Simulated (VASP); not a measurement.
# Se (Im-3m) in VASP: further runs

One crystal, Se, is run at these levels: PBEsol, PBE; tasks: relaxation of cell and atoms.

Program: VASP 6.6.1. These are calculated values, not measurements. Logs are shortened: lines on timing, memory, paths and dates and some standing lists are left out, and cuts for length are marked.

### Step 1. The structure

The structure is cubic, space group Im-3m (No. 229). The conventional cell has a = 3.407 Å, b = 3.407 Å, c = 3.407 Å, α = 90.00°, β = 90.00°, γ = 90.00°. Around Se (site symmetry m-3m) lie 8 Se at 2.95 Å.

This isn't the form of Se at room conditions, which is trigonal, of chains.

### Step 2. Relaxation of cell and atoms, PBEsol

The input, INCAR:

```
PREC = Accurate
ENCUT = 600
EDIFF = 1E-6
ISMEAR = 1
SIGMA = 0.1
LREAL = F
LASPH = T
NELM = 80
ALGO = Normal
ISIF = 3
LWAVE = F
LCHARG = F
GGA = PS
IBRION = 2
NSW = 90
EDIFFG = -0.01
```

The input, KPOINTS:

```
Automatic mesh
0
Gamma
  16 16 16
```

The input, POSCAR:

```
Se
1.0
   -1.7034486149      1.7034486149      1.7034486149
    1.7034486149     -1.7034486149      1.7034486149
    1.7034486149      1.7034486149     -1.7034486149
Se
1
Direct
    0.0000000000      0.0000000000      0.0000000000
```

Potentials or basis: VASP PAW PBE potentials, release 64 (Se).

Run with:

```
$ cat potpaw_PBE.64/Se/POTCAR > POTCAR
$ mpirun -np 1 vasp_std > vasp.out
```

OUTCAR:

```text
PREC = Accurate
   ENCUT = 600
   EDIFF = 1E-6
   ISMEAR = 1
   LREAL = F
   LASPH = T
   NELM = 80
   ISIF = 3
   GGA = PS
   IBRION = 2
   NSW = 90
   EDIFFG = -0.01

 ion  position               nearest neighbor table
   1  0.000  0.000  0.000-

  LATTYP: Found a body centered cubic cell.
 ALAT       =     3.4068972298

  Lattice vectors:

 A1 = (  -1.7034486149,   1.7034486149,   1.7034486149)
 A2 = (   1.7034486149,  -1.7034486149,   1.7034486149)
 A3 = (   1.7034486149,   1.7034486149,  -1.7034486149)

Analysis of symmetry for initial positions (statically):
=====================================================================
 Subroutine PRICEL returns:
 Original cell was already a primitive cell.

 Routine SETGRP: Setting up the symmetry group for a
 body centered cubic supercell.

 Subroutine GETGRP returns: Found 48 space group operations
 (whereof 48 operations were pure point group operations)
 out of a pool of 48 trial point group operations.

The static configuration has the point symmetry O_h .

Analysis of symmetry for dynamics (positions and initial velocities):
=====================================================================
 Subroutine PRICEL returns:
 Original cell was already a primitive cell.

 Routine SETGRP: Setting up the symmetry group for a
 body centered cubic supercell.

 Subroutine GETGRP returns: Found 48 space group operations
 (whereof 48 operations were pure point group operations)
 out of a pool of 48 trial point group operations.

The dynamic configuration has the point symmetry O_h .

 Subroutine INISYM returns: Found 48 space group operations
 (whereof 48 operations are pure point group operations),
 and found     1 'primitive' translations

----------------------------------------------------------------------------------------

                                     Primitive cell

  volume of cell :      19.7718

  direct lattice vectors                    reciprocal lattice vectors
    -1.703448615  1.703448615  1.703448615     0.000000000  0.293522209  0.293522209
     1.703448615 -1.703448615  1.703448615     0.293522209  0.000000000  0.293522209
     1.703448615  1.703448615 -1.703448615     0.293522209  0.293522209  0.000000000

  length of vectors
     2.950459549  2.950459549  2.950459549     0.415103089  0.415103089  0.415103089

  position of ions in fractional coordinates (direct lattice)
     0.000000000  0.000000000  0.000000000

  ion indices of the primitive-cell ions
   primitive index   ion index
                 1           1

----------------------------------------------------------------------------------------

 KPOINTS: Automatic mesh

Automatic generation of k-mesh.
 Grid dimensions read from file:
 generate k-points for:   16   16   16

 Generating k-lattice:

  Cartesian coordinates                     Fractional coordinates (reciprocal lattice)
     0.000000000  0.018345138  0.018345138     0.062500000  0.000000000  0.000000000
     0.018345138  0.000000000  0.018345138     0.000000000  0.062500000  0.000000000
     0.018345138  0.018345138  0.000000000     0.000000000  0.000000000  0.062500000

  Length of vectors
     0.025943943  0.025943943  0.025943943

  Shift w.r.t. Gamma in fractional coordinates (k-lattice)
     0.000000000  0.000000000  0.000000000

 Subroutine IBZKPT returns following result:
 ===========================================

 Found    145 irreducible k-points:

 Following reciprocal coordinates:
            Coordinates               Weight
  0.000000  0.000000  0.000000      1.000000
  0.062500  0.000000  0.000000     12.000000
  0.125000  0.000000  0.000000     12.000000
  0.187500  0.000000  0.000000     12.000000
  0.250000  0.000000  0.000000     12.000000
  0.312500  0.000000  0.000000     12.000000
[... 16 lines left out ...]
  0.187500  0.187500  0.000000     24.000000
  0.250000  0.187500  0.000000     48.000000
 [... further k-points ...]
   k-points           NKPTS =    145   k-points in BZ     NKDIM =    145   number of bands    NBANDS=      7
   number of dos      NEDOS =    301   number of ions     NIONS =      1
   total plane-waves  NPLWV =  13824
   dimension x,y,z NGX =    24 NGY =   24 NGZ =   24
   dimension x,y,z NGXF=    48 NGYF=   48 NGZF=   48
   ions per type =               1
   NGX,Y,Z   is equivalent  to a cutoff of  13.52, 13.52, 13.52 a.u.
   NGXF,Y,Z  is equivalent  to a cutoff of  27.05, 27.05, 27.05 a.u.
 SYSTEM =  unknown system
   PREC   = accura    normal or accurate (medium, high low for compatibility)
   ISTART =      0    job   : 0-new  1-cont  2-samecut
   ICHARG =      2    charge: 1-file 2-atom 10-const
   ISPIN  =      1    spin polarized calculation?
   LNONCOLLINEAR =      F non collinear calculations
   LSORBIT =      F    spin-orbit coupling
   LASPH  =      T    aspherical Exc in radial PAW
   ENCUT  =  600.0 eV  44.10 Ry    6.64 a.u.   5.89  5.89  5.89*2*pi/ulx,y,z
   NELM   =     80;   NELMIN=  2; NELMDL= -5     # of ELM steps
   EDIFF  = 0.1E-05   stopping-criterion for ELM
   LREAL  =      F    real-space projection
   EDIFFG = -.1E-01   stopping-criterion for IOM
   NSW    =     90    number of steps for IOM
   IBRION =      2    ionic relax: 0-MD 1-quasi-New 2-CG
   NFREE  =      1    steps in history (QN), initial steepest desc. (CG)
   ISIF   =      3    stress and relaxation
   ISYM   =      2    0-nonsym 1-usesym 2-fastsym
   POTIM  = 0.5000    time-step for ionic-motion
   TEBEG  =    0.0;   TEEND  =   0.0 temperature during run
   PSTRESS=    0.0 pullay stress
   NELECT =       6.0000    total number of electrons
   NUPDOWN=      -1.0000    fix difference up-down
   EMIN   =  10.00;   EMAX   =-10.00  energy-range for DOS
   EFERMI =   0.00;   METHOD = LEGACY
   ISMEAR =     1;   SIGMA  =   0.10  broadening in eV -4-tet -1-fermi 0-gaus
   EFERMI_NEDOS =   21; number of points for ismear=-14 and -15
   IALGO  =     38    algorithm
   IMIX   =      4    mixing-type and parameters
     AMIX     =   0.40;   BMIX     =  1.00
     AMIX_MAG =   1.60;   BMIX_MAG =  1.00
  volume/ion in A,a.u.               =      19.77       133.43
  Fermi-wavevector in a.u.,A,eV,Ry     =   1.100127  2.078939 16.466855  1.210280
  Thomas-Fermi vector in A             =   2.236533
   LORBIT       =      0    0 simple, 1 ext, 2 COOP (PROOUT), +10 PAW based schemes
   GGA     = PS    functional components
   LHFCALC =     F    Hartree Fock is set to
   AEXX    =    0.0000 exact exchange contribution
   IVDW    =     0    specifies the selected vdW correction
   LEPSILON=     F    determine dielectric tensor
   LRPA    =     F    only Hartree local field effects (RPA)
 conjugate gradient relaxation of ions
 non-spin polarized calculation
 Methfessel and Paxton  Order N= 1 SIGMA  =   0.10
  energy-cutoff  :      600.00
  volume of cell :       19.77
 maximum number of plane-waves:       682
   NGX = 11   NGY = 11   NGZ = 11

--------------------------------------- Ionic step        1  -------------------------------------------

 number of electron       6.0000000 magnetization

 Free energy of the ion-electron system (eV)
  ---------------------------------------------------
  ext. energy  EPLUGINS =         0.00000000
  ---------------------------------------------------
  free energy    TOTEN  =        -3.38052302 eV

  energy without entropy =       -3.37999233  energy(sigma->0) =       -3.38034612

------------------------ aborting loop because EDIFF is reached ----------------------------------------

  FORCE on cell =-STRESS in cart. coord.  units (eV):
  Direction    XX          YY          ZZ          XY          YZ          ZX
  --------------------------------------------------------------------------------------
  -------------------------------------------------------------------------------------
  Total       -0.2660997     -0.2660997     -0.2660997     -0.0000000      0.0000000     -0.0000000
  in kB      -21.5629353    -21.5629353    -21.5629353     -0.0000000      0.0000000     -0.0000000
  external PRESSURE =     -21.5629353 kB  Pullay stress =       0.0000000 kB
[... 55 lines left out ...]
  energy  without entropy=       -3.3825660773  energy(sigma->0) =       -3.38304958

--------------------------------------- Ionic step        3  -------------------------------------------

 number of electron       6.0000001 magnetization

 Free energy of the ion-electron system (eV)
  ---------------------------------------------------
  ext. energy  EPLUGINS =         0.00000000
  ---------------------------------------------------
  free energy    TOTEN  =        -3.38407609 eV

  energy without entropy =       -3.38349061  energy(sigma->0) =       -3.38388093

 E-fermi :   6.0879     XC(G=0): -10.9701

 val. band max:        6.0691206636   @ k =  -0.4375   0.4375   0.1875
 cond. band min:       6.0943611176   @ k =  -0.3125   0.3125   0.1250
 fundamental gap:      0.0252404539
 Fermi energy:         6.0878858161

 k-point     1 :       0.0000    0.0000    0.0000
  band No.  band energies     occupation
      1     -10.5629      2.00000
      2       9.3339      0.00000
      3       9.3339      0.00000
      4       9.3339      0.00000
      5      17.8308      0.00000
      6      18.5901      0.00000
      7      18.5901      0.00000
[... 221 lines left out ...]
 k-point    24 :       0.2500    0.1875    0.0000
  band No.  band energies     occupation
      1      -7.6453      2.00000
      2       1.4013      2.00000
      3       4.4613      2.00000
      4       7.6397     -0.00000
      5      14.9890      0.00000
      6      16.8570      0.00000
      7      20.6540      0.00000

 [... further k-points ...]

------------------------ aborting loop because EDIFF is reached ----------------------------------------

  FORCE on cell =-STRESS in cart. coord.  units (eV):
  Direction    XX          YY          ZZ          XY          YZ          ZX
  --------------------------------------------------------------------------------------
  -------------------------------------------------------------------------------------
  Total       -0.0005207     -0.0005207     -0.0005207     -0.0000000     -0.0000000      0.0000000
  in kB       -0.0433277     -0.0433277     -0.0433277     -0.0000000     -0.0000000      0.0000000
  external PRESSURE =      -0.0433277 kB  Pullay stress =       0.0000000 kB
[... 16 lines left out ...]
  FREE ENERGIE OF THE ION-ELECTRON SYSTEM (eV)
  ---------------------------------------------------
  free  energy   TOTEN  =        -3.3840760936 eV

  energy  without entropy=       -3.3834906100  energy(sigma->0) =       -3.38388093

 reached required accuracy - stopping structural energy minimisation
```

Wall time 13 s (1 thread of Intel Xeon Platinum 8375C at 2.90GHz (Ice Lake), shared host); peak memory 0.16 GiB.

What came out:

| Quantity | Value |
| --- | --- |
| Free energy | -3.3841 eV |
| Relaxed volume | 19.26 Å³/atom |
| Relaxed cell | a = 2.925 Å, b = 2.925 Å, c = 2.925 Å, α = 109.47°, β = 109.47°, γ = 109.47° |
| Space group after relaxing (to 0.05 Å) | Im-3m (No. 229) |
| Energy gained by relaxing | 3.6 meV/atom |
| Ionic steps | 3 |
| Pressure after relaxing | 0.0 GPa |
| Band gap on the k mesh | none (metal or under the smearing width) |

The path:
```
step  energy change (eV)  largest force (eV/Å)  pressure (GPa)  volume (Å³)
   1              0.0000                0.0000           -2.16        19.77
   2             -0.0028                0.0000            1.09        19.02
   3             -0.0036                0.0000            0.00        19.26
```

Final structure:
```yaml
crystal:
  lattice:
    - [-1.68848, 1.68848, 1.68848]
    - [1.68848, -1.68848, 1.68848]
    - [1.68848, 1.68848, -1.68848]
  atoms:
    - { symbol: Se, position: [0.00000, 0.00000, 0.00000] }
```

Levels at points of the mesh, in eV from the Fermi level:
| k point | band 1 | band 2 | band 3 | band 4 | band 5 | band 6 |
| --- | --- | --- | --- | --- | --- | --- |
| (0.00, 0.00, 0.00) | -16.65 | 3.25 | 3.25 | 3.25 | 11.74 | 12.50 |
| (0.50, 0.00, 0.00) | -12.88 | -7.13 | 0.05 | 2.27 | 6.86 | 8.22 |
| (0.50, 0.50, 0.50) | -10.23 | -3.46 | -3.46 | -3.46 | 3.73 | 3.73 |

Caveat: the PAW data sets were made with another functional, which shifts forces and pressure a little.

(Part 1 of 2 ends here.)
